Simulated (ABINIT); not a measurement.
Input of an ABINIT 10.8.3 (patched build) run:

File run.abi:

```
# Datasets: ground state, then fixed potential
ndtset 2

# Pseudopotentials
pp_dirpath "./"
pseudos "Si.upf"

# Structure
acell 7.2740828278 7.2740828278 7.2740828278
rprim
     0.0000000000     0.7071067812     0.7071067812
     0.7071067812     0.0000000000     0.7071067812
     0.7071067812     0.7071067812     0.0000000000
ntypat 1
znucl 14
natom 2
typat 1 1
xred
     0.5000000000     0.5000000000     0.5000000000
     0.7500000000     0.7500000000     0.7500000000

# Plane-wave basis
ecut 22.0

# Exchange and correlation
ixc -497498
usekden 1
nc_xccc_gspace 1
boxcutmin 3.0

# Bands and occupations
occopt 3
tsmear 0.05 eV

# SCF cycle
nstep 100

# Output
iomode 3
prtwf 0
prteig 0
prtebands 0
enunit 2
prtden1 1
prtkden1 1

# Dataset 1
kptopt1 1
ngkpt1 8 8 8
nshiftk1 1
shiftk1 0.0 0.0 0.0
nband1 8
tolvrs1 1.0e-9

# Dataset 2: bands along G-X-W-K-G-L-U-W-L-K
iscf2 -2
getden2 1
getkden2 1
nband2 12
nbdbuf2 2
tolwfr2 1.0e-12
kptopt2 -9
ndivsm2 8
prteig2 1
prtvol2 -3
kptbounds2
     0.0000000000     0.0000000000     0.0000000000
     0.5000000000     0.0000000000     0.5000000000
     0.5000000000     0.2500000000     0.7500000000
     0.3750000000     0.3750000000     0.7500000000
     0.0000000000     0.0000000000     0.0000000000
     0.5000000000     0.5000000000     0.5000000000
     0.6250000000     0.2500000000     0.6250000000
     0.5000000000     0.2500000000     0.7500000000
     0.5000000000     0.5000000000     0.5000000000
     0.3750000000     0.3750000000     0.7500000000
```

Potentials or basis: Ansatz NC PBE.

The run is started by

```bash
$ abinit run.abi > log 2>&1
```

Problem. Predict the pressure.

Solution. 0.9 GPa.

Problem. Estimate the band gap along the path.

Solution. 0.70 eV, indirect (least direct gap 2.69 eV).

Levels at the corners of the path, in eV from the valence-band top:
```csv
point,band 2,band 3,band 4,band 5,band 6,band 7
Γ,0.00,0.00,0.00,2.69,2.69,2.69
X,-8.31,-3.04,-3.04,0.85,0.85,10.70
W,-8.15,-4.04,-4.04,4.61,4.61,5.28
K,-7.69,-4.51,-2.59,1.36,4.43,7.91
Γ,0.00,0.00,0.00,2.69,2.69,2.69
L,-7.36,-1.29,-1.29,1.62,3.57,3.57
U,-7.69,-4.51,-2.59,1.36,4.43,7.91
W,-8.15,-4.04,-4.04,4.61,4.61,5.28
L,-7.36,-1.29,-1.29,1.62,3.57,3.57
K,-7.69,-4.51,-2.59,1.36,4.43,7.91
```

Caveat: a meta-GGA on potentials with a model core is unreliable; the potentials were made for another functional, which shifts forces and pressure. r2SCAN opens gaps a little over a GGA but as a rule still falls short of measured ones.
